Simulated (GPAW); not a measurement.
NaI:

```
I Na
1.0
     0.00000    3.23640    3.23640
     3.23640    0.00000    3.23640
     3.23640    3.23640    0.00000
I Na
1 1
Direct
  0.50000 0.50000 0.50000
  0.00000 0.00000 0.00000
```

Base run:

* Program: GPAW 26.7.0
* Functional: PBE
* Potentials or basis: GPAW PAW data sets (gpaw-data 1.2.1)
* Cutoff: 800 eV
* Basis: pw
* k mesh: 7 × 7 × 7
* Occupations: fermi-dirac, width 0.05 eV
* Spin: no spin polarisation

Its results: band gap on the k mesh 3.66 eV, direct; pressure 0.4 GPa.

Problem. The run is repeated on the same cell with these changes: functional from PBE to r2SCAN. What comes out?

Solution. Band gap on the k mesh 4.44 eV, direct; pressure 0.0 GPa.

r2SCAN gives the wider gap, since meta-GGAs in the generalised Kohn-Sham scheme recover part of the derivative discontinuity.

Caveats: spin-orbit coupling is left out, which moves the levels of the heavy elements; the PAW data sets were made with another functional, which shifts forces and pressure a little (some runs).

Not every run made on this cell is shown here.
